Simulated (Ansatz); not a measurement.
## Levels of theory on RbCl (rocksalt start)

The compound was started in one structure type and brought to zero pressure at each level (plane-wave PAW code Ansatz, Gaussian smearing of 0.05 eV, scalar-relativistic unless SOC, spin–orbit coupling, is named).

Whether the compound forms in this structure isn't claimed.

The cell at PBEsol (neighbours within 15 % of each site's shortest distance, so a longer bond may be listed from one end only): The structure is cubic, space group Fm-3m (No. 225). The conventional cell has a = 6.543 Å, b = 6.543 Å, c = 6.543 Å, α = 90.00°, β = 90.00°, γ = 90.00°. Rb (site symmetry m-3m) is surrounded by 6 Cl at 3.27 Å. Around Cl (site symmetry m-3m) lie 6 Rb at 3.27 Å.

| level | cutoff (eV) | k-mesh | final group | a (Å) | V (Å³/atom) | gap (eV) | B0 (GPa) | E_f (eV/atom) |
| --- | --- | --- | --- | --- | --- | --- | --- | --- |
| PBEsol | 420 | 8×8×8 | Fm-3m | 6.543 | 35.02 | 4.90 | 17 | -1.99 |

Task: Predict the results of r²SCAN (500 eV, 6×6×6 mesh).

Result: final group Fm-3m, a (Å) 6.615, V (Å³/atom) 36.18, gap (eV) 5.55, B0 (GPa) 17, E_f (eV/atom) -2.23.

Volumes against PBEsol: r²SCAN +3.3 %. The formation energy spans 0.24 eV/atom over the functionals (r²SCAN lowest, PBEsol highest); the spread holds the functional's effect on the elements as well as on the compound.

The PAW datasets are PBE ones. Gaps are (generalised) Kohn–Sham gaps. E_f is the formation energy from the elements run alike, at 0 K, without zero-point energy or any correction for the binding of gas molecules; it is good to about 0.01 eV/atom as a calculation.

All runs used the PAW datasets of the set soft_2.
